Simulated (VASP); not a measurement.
Runs of VASP 6.6.1 on WSe2. The cell holds a slab with vacuum, 3 atoms: a = 3.287 Å, b = 3.287 Å, c = 21.346 Å, α = 90.00°, β = 90.00°, γ = 120.00°. 

```csv
task,level,potentials or basis,spin,cell,cutoff (eV),dipole correction,gap on the mesh (eV),largest force (eV/Å)
band structure,r2SCAN,"VASP PAW PBE potentials, release 64 (Se, W_sv)",off,as given,520,yes,(b),0.24
band structure,PBE+D3(BJ),"VASP PAW PBE potentials, release 64 (Se, W_sv)","SOC, no magnetisation",as given,520,yes,-,(a)
band structure,PBE+D3(BJ),"VASP PAW PBE potentials, release 64 (Se, W_sv)",off,as given,520,yes,1.65,-
relaxation of cell and atoms,PBE+D3(BJ),"VASP PAW PBE potentials, release 64 (Se, W_sv)",off,relaxed,600,-,1.65,-
band structure,LDA,"VASP PAW LDA potentials, release 64 (Se, W_sv)",off,as given,520,yes,1.63,0.55
```

Alike in all rows: k mesh 12 × 12 × 1; smearing gaussian 0.03 eV.

Question: Estimate the missing entries.

Answer: (a) 0.03; (b) 1.78.

Caveats: spin-orbit coupling is left out, which moves the levels of the heavy elements (some runs); the PAW data sets were made with another functional, which shifts forces and pressure a little (some runs); the relaxation stopped at its first step, so nothing moved (some runs).

A k mesh can miss the band edges, and rows without SOC leave out spin-orbit coupling on Se, W.
